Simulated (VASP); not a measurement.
The system is Ge.

```
Ge
1.0
     0.00000    2.82891    2.82891
     2.82891    0.00000    2.82891
     2.82891    2.82891    0.00000
Ge
2
Direct
  0.75000 0.75000 0.75000
  0.50000 0.50000 0.50000
```

| Item | Value |
| --- | --- |
| Program | VASP 6.6.1 |
| Task | relaxation of cell and atoms |
| Functional | PBE |
| Dispersion | MBD |
| Potentials or basis | VASP PAW PBE potentials, release 64 (Ge_d) |
| Cutoff | 600 eV |
| k mesh | 8 × 8 × 8 |
| Occupations | fermi-dirac, width 0.05 eV |
| Spin | no spin polarisation |

At the start: pressure 1.8 GPa; volume 22.64 Å³/atom.

Question: Where does the relaxation end?

Answer: Over 3 steps the energy falls by 3.4 meV/atom and the volume is 23.26 Å³/atom (+2.8 %); space group Fd-3m (No. 227, to 0.05 Å).

Step by step:
| step | energy change (eV) | largest force (eV/Å) | pressure (GPa) | volume (Å³) |
| --- | --- | --- | --- | --- |
| 1 | 0.0000 | 0.0000 | 1.76 | 45.28 |
| 2 | -0.0061 | 0.0000 | -0.55 | 46.93 |
| 3 | -0.0069 | 0.0000 | -0.02 | 46.53 |

Final structure:
```yaml
crystal:
  lattice:
    - [0.00000, 2.85468, 2.85468]
    - [2.85468, 0.00000, 2.85468]
    - [2.85468, 2.85468, 0.00000]
  atoms:
    - { symbol: Ge, position: [0.75000, 0.75000, 0.75000] }
    - { symbol: Ge, position: [0.50000, 0.50000, 0.50000] }
```

The cell as given is a measured one (22.64 Å³/atom); PBE+MBD puts the equilibrium volume +2.8 % from it, thermal expansion not counted.
